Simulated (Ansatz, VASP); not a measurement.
# Cs: VASP beside Ansatz

```
CELL_PARAMETERS angstrom
-3.02250 3.06784 3.02250
3.02250 -3.06784 3.02250
3.02250 3.06784 -3.02250
ATOMIC_POSITIONS crystal
Cs 0.00000 0.00000 0.00000
```

Change from the starting cell: strain +0.0150 x Voigt [0, 1, 0, 0, 0, 0], atoms carried along.

Alike in both runs: task single point; functional PBE; k mesh 12 × 12 × 12; occupations gaussian, width 0.15 eV; no spin polarisation.

|  | VASP | Ansatz |
| --- | --- | --- |
| version | VASP 6.6.1 | Ansatz 0.2.0 |
| potentials or method | VASP PAW PBE potentials, release 64 (Cs_sv) | scalar-relativistic, plane waves, PAW |
| plane-wave cutoff (eV) | 520 | 420 |
| valence electrons in the cell | 9 | 9 |

|  | VASP | Ansatz | Ansatz less VASP |
| --- | --- | --- | --- |
| gap on the k mesh at the Fermi level (eV) | none | none | - |
| pressure (GPa) | 0.1 | 0.1 | +0.01 |

A gap of «none» marks a metal or a gap that the smearing closes.

The runs have no spin-orbit coupling, so splittings on Cs are missing.
